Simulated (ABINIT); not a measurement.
A run of ABINIT 10.8.3 (patched build) is set up as follows.

Contents of run.abi:

```
# Pseudopotentials
pp_dirpath "./"
pseudos "Zr.upf, B.upf"

# Structure
acell 5.9904318151 5.9904318151 6.6764023983
rprim
     1.0000000000     0.0000000000     0.0000000000
    -0.5000000000     0.8660254038     0.0000000000
     0.0000000000     0.0000000000     1.0000000000
ntypat 2
znucl 40 5
natom 3
typat 1 2 2
xred
     0.0000000000     0.0000000000     0.0000000000
     0.6666666667     0.3333333333     0.5000000000
     0.3333333333     0.6666666667     0.5000000000

# Plane-wave basis
ecut 34.0

# k points
kptopt 1
ngkpt 8 8 6
nshiftk 1
shiftk 0.0 0.0 0.0

# Exchange and correlation
ixc 7

# Bands and occupations
nband 13
occopt 3
tsmear 0.05 eV

# SCF cycle
nstep 100
tolvrs 1.0e-10

# Output
iomode 3
prtwf 0
prtden 0
prteig 0
prtebands 0
enunit 1
```

Potentials or basis: PseudoDojo NC SR LDA v0.4 stringent.

Command:

```console
$ mpirun --bind-to none -np 4 abinit run.abi > log 2>&1
```

Question: Predict the pressure.

Answer: -8.9 GPa.

Question: What does it give for the band gap on the k mesh?

Answer: None (metal or under the smearing width).

Stress tensor (GPa, compression positive):
```
-9.00  0.00  0.00
 0.00 -9.00  0.00
 0.00  0.00 -8.62
```
